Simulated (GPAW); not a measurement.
C:

```xyz
8
Lattice="2.5221 0.0000 0.0000 -1.2611 2.1842 0.0000 0.0000 0.0000 8.2371" Properties=species:S:1:pos:R:3 pbc="T T T"
C     1.2611    0.7281    6.9501
C     0.0000    1.4561    2.8315
C     1.2611    0.7281    5.4056
C     0.0000    1.4561    1.2870
C     0.0000    0.0000    7.4649
C     0.0000    0.0000    3.3463
C     0.0000    0.0000    4.8908
C     0.0000    0.0000    0.7722
```

This is a hexagonal form of diamond, not graphite.

Base run:

| Quantity | Value |
| --- | --- |
| Program | GPAW 26.7.0 |
| Functional | C09-vdW |
| Potentials or basis | GPAW PAW data sets (gpaw-data 1.2.1) |
| Cutoff | 800 eV |
| Basis | pw |
| k mesh | 7 × 7 × 2 |
| Occupations | fermi-dirac, width 0.05 eV |
| Spin | no spin polarisation |

Its results: band gap on the k mesh 4.39 eV, indirect (least direct gap 5.17 eV); largest force 0.341 eV/Å.

Q: The run is repeated on the same cell with these changes: functional from C09-vdW to MS2. What comes out?

A: Band gap on the k mesh 4.99 eV, indirect (least direct gap 6.20 eV); largest force 0.327 eV/Å.

Caveats: the PAW data sets were made with another functional, which shifts forces and pressure a little.
